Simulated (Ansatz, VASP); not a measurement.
Given: the input of a run of Ansatz 0.2.0 on Si.

input.yaml

```yaml
crystal:
  lattice:
    - [2.6205428149, 0.0, 0.0]
    - [-1.3102714075, 2.2694566494, 0.0]
    - [0.0, 0.0, 2.46635439]
  atoms:
    - { symbol: Si, position: [0.0, 0.0, 0.0] }
hamiltonian:
  xc: rpbe
  pseudopotentials: { kind: paw }
kpoints:
  mp_grid: { grid: [12, 12, 11] }
  band_path:
    path:
      - [[0.0, 0.0, 0.0], [0.5, 0.0, 0.0], [0.3333333333, 0.3333333333, 0.0], [0.0, 0.0, 0.0], [0.0, 0.0, 0.5], [0.5, 0.0, 0.5], [0.3333333333, 0.3333333333, 0.5], [0.0, 0.0, 0.5]]
      - [[0.5, 0.0, 0.5], [0.5, 0.0, 0.0]]
      - [[0.3333333333, 0.3333333333, 0.0], [0.3333333333, 0.3333333333, 0.5]]
    npoints: 14
scf:
  occupations: { method: fermi_dirac, width: 0.05 }
  n_extra_bands: 6
output:
  forces: true
  stress: true
  eigenvalues: true
  fatbands: false
```

Potentials or basis: Ansatz PAW.

Command:

```bash
$ ansatz run input.yaml --threads 2 --pin off --max-ram 5632MiB --backend cpu --events-out ev --progress --plain --runs-dir out
```

Q: Translate it to VASP 6.6.1. Potentials there: VASP PAW PBE potentials, release 64 (Si).

A: As run (the cutoff follows the program's own potentials):

Contents of INCAR:

```
SYSTEM = Si
PREC = Accurate
ENCUT = 520
EDIFF = 1E-6
ISMEAR = -1
SIGMA = 0.05
LREAL = .FALSE.
LASPH = .TRUE.
NELM = 80
ALGO = Normal
ISIF = 2
LWAVE = .FALSE.
LCHARG = .FALSE.
GGA = RP
NBANDS = 8
```

Contents of KPOINTS:

```
Automatic mesh
0
G
  12 12 11
  0 0 0
```

The input POSCAR:

```
Si
1.0
    2.6205428149      0.0000000000      0.0000000000
   -1.3102714075      2.2694566494      0.0000000000
    0.0000000000      0.0000000000      2.4663543900
Si
1
Direct
    0.0000000000      0.0000000000      0.0000000000
```

KPOINTS_OPT

```
path GMKGALHA,LM,KH
10
line-mode
reciprocal
 0.0000000000  0.0000000000  0.0000000000  G
 0.5000000000  0.0000000000  0.0000000000  M

 0.5000000000  0.0000000000  0.0000000000  M
 0.3333333333  0.3333333333  0.0000000000  K

 0.3333333333  0.3333333333  0.0000000000  K
 0.0000000000  0.0000000000  0.0000000000  G

 0.0000000000  0.0000000000  0.0000000000  G
 0.0000000000  0.0000000000  0.5000000000  A

 0.0000000000  0.0000000000  0.5000000000  A
 0.5000000000  0.0000000000  0.5000000000  L

 0.5000000000  0.0000000000  0.5000000000  L
 0.3333333333  0.3333333333  0.5000000000  H

 0.3333333333  0.3333333333  0.5000000000  H
 0.0000000000  0.0000000000  0.5000000000  A

 0.5000000000  0.0000000000  0.5000000000  L
 0.5000000000  0.0000000000  0.0000000000  M

 0.3333333333  0.3333333333  0.0000000000  K
 0.3333333333  0.3333333333  0.5000000000  H
```

Potentials or basis: VASP PAW PBE potentials, release 64 (Si).

Launch:

```bash
$ cat potpaw_PBE.64/Si/POTCAR > POTCAR
$ mpirun -np 1 vasp_std > vasp.out
```

Both were run:

|  | VASP | Ansatz | Ansatz less VASP |
| --- | --- | --- | --- |
| gap on the k mesh at the Fermi level (eV) | none | none | - |
| pressure (GPa) | 4.2 | 4.6 | +0.42 |
| largest component of the traceless stress (GPa) | 3.00 | 2.95 | -0.053 |

A gap of «none» marks a metal or a gap that the smearing closes. The functional is the same, so the differences come from potentials, cutoffs and numerics.

Caveats: the PAW data sets were made with another functional, which shifts forces and pressure a little (VASP); the PAW data sets come from PBE, with cores solved anew for the run's functional, which leaves a small shift of forces and pressure (Ansatz).
